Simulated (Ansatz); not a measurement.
Si (Fd-3m) from a database of computed structures, relaxed with r2SCAN in Ansatz 0.2.0. Space group Fd-3m (No. 227), cubic; conventional cell a = 5.444 Å, 20.17 Å³ an atom. Si has 4 Si at 2.36 Å.

The axes x, y and z are those of this cell:
```
Si
1.0
     0.00000    2.72212    2.72212
     2.72212    0.00000    2.72212
     2.72212    2.72212    0.00000
Si
2
Direct
  0.25000 0.25000 0.25000
  0.00000 0.00000 0.00000
```

Unstrained: With PBE the valence top lies at Γ and the conduction bottom at Γ–X (0.84 of the way from Γ), 0.583 eV higher; the smallest vertical gap, at Γ, is 2.557 eV. r2SCAN gives an indirect gap of 0.770 eV, from Γ to Γ–X (0.84 of the way from Γ); the least direct gap is 2.739 eV at Γ. The HSE06 gap is indirect, 1.144 eV (Γ to Γ–X (0.84 of the way from Γ)), below the direct gap of 3.312 eV at Γ. Meshes: PBE 8×8×8, r2SCAN 8×8×8, HSE06 6×6×6. Strains are changes of length per length, and xy shears are angles. After each strain the atoms were relaxed again with r2SCAN within the symmetry that the strain leaves, so tilts or polar shifts that break it weren't tested; points keep the names that they have in the unstrained zone. No spin polarisation and no zero-point or thermal motion.

Question: Apply uniaxial -1.01 % along x, other directions held. How far does the gap move, against the unstrained cell?

Answer: PBE: the gap goes from 0.583 to 0.457 eV (-0.126 eV); with r2SCAN the top three valence levels at Γ, degenerate before, become 1+2 from the top over 76 meV. r2SCAN: the gap goes from 0.770 to 0.638 eV (-0.132 eV). HSE06: the gap goes from 1.144 to 1.013 eV (-0.131 eV). The r2SCAN energy rises by 1.1 meV an atom.

Question: Estimate what xy shear, engineering strain (angle) -2.85 % does to the gap.

Answer: PBE: the gap goes from 0.583 to 0.382 eV (-0.201 eV); the edges go from Γ → Γ–X (0.84) to Γ → Γ–X (0.90); with r2SCAN the top three valence levels at Γ, degenerate before, become 1+1+1 from the top over 265 meV. r2SCAN: the gap goes from 0.770 to 0.558 eV (-0.212 eV); the edges go from Γ → Γ–X (0.84) to Γ → Γ–X (0.90). HSE06: the gap goes from 1.144 to 0.935 eV (-0.209 eV); the edges go from Γ → Γ–X (0.84) to Γ → Γ–X (0.90). The r2SCAN energy rises by 4.2 meV an atom.

Where an edge lies off the special points, it is a point of the mesh or the k point where a search put PBE's edge or least direct gap, reused for the other functionals, whose own edges may lie a little apart.

The meshes of the hybrids are coarse, so their gaps aren't converged to the digits shown.

The splittings at Γ are without spin-orbit coupling, which regroups them where it is of like size or larger.
